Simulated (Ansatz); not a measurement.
# CoSi: the cost of one run

Program: Ansatz 0.2.0. Level of theory: DFT PBE, scalar-relativistic, plane waves, PAW, unless a step names another level. These are calculated values, not measurements.

1 further run of the same task is left out (set aside as unsound or not needed).

## Step 1: The starting structure

The structure is cubic, space group P2_13 (No. 198). Conventional cell: a = 4.431 Å, b = 4.431 Å, c = 4.431 Å, α = 90.00°, β = 90.00°, γ = 90.00°. Co (site symmetry 3) has 7 Si at 2.31 to 2.43 Å as nearest neighbours. Si (site symmetry 3) is surrounded by 7 Co at 2.31 to 2.43 Å.

Coordinates:

```
Co Si
1.0
     4.43072    0.00000    0.00000
     0.00000    4.43072    0.00000
     0.00000    0.00000    4.43072
Co Si
4 4
Direct
  0.14471 0.14471 0.14471
  0.64471 0.35529 0.85529
  0.85529 0.64471 0.35529
  0.35529 0.85529 0.64471
  0.84313 0.84313 0.84313
  0.34313 0.65687 0.15687
  0.15687 0.34313 0.65687
  0.65687 0.15687 0.34313
```

It came out lowest among 13 distinct ends of the trial cells. At a tolerance of 0.05 Å it has space group P2_13 (No. 198).

## Step 2: Relaxing to 0.001 eV/Å, on the response runs' mesh and smearing

Input file input.yaml:

```yaml
crystal:
  lattice:
    - [4.4307234415, 0.0, 0.0]
    - [0.0, 4.4307234415, 0.0]
    - [0.0, 0.0, 4.4307234415]
  atoms:
    - { symbol: Co, position: [0.1447094016, 0.1447094016, 0.1447094016] }
    - { symbol: Co, position: [0.6447094016, 0.3552905984, 0.8552905984] }
    - { symbol: Co, position: [0.8552905984, 0.6447094016, 0.3552905984] }
    - { symbol: Co, position: [0.3552905984, 0.8552905984, 0.6447094016] }
    - { symbol: Si, position: [0.8431281249, 0.8431281249, 0.8431281249] }
    - { symbol: Si, position: [0.3431281249, 0.6568718751, 0.1568718751] }
    - { symbol: Si, position: [0.1568718751, 0.3431281249, 0.6568718751] }
    - { symbol: Si, position: [0.6568718751, 0.1568718751, 0.3431281249] }
basis:
  ecutwfc: 420
kpoints:
  mp_grid: { grid: [8, 8, 8] }
hamiltonian:
  xc: pbe
scf:
  occupations: { method: gaussian, width: 0.1 }
output:
  forces: true
  stress: true
  eigenvalues: true
relax:
  adjacent_minimum: "off"
  f_tol: 0.001
  max_steps: 60
  cell: { stress_tol: 0.01 }
```

On the command line:

```sh
$ ansatz run input.yaml --threads 3 --pin off --max-ram 7680MiB --backend cpu --events-out ev --progress --plain --runs-dir out
```

What time and memory should one allow on 3 threads of Intel Xeon at 2.50GHz (Skylake/Cascade Lake), shared host?

About 68 s, with a peak of 0.51 GiB.
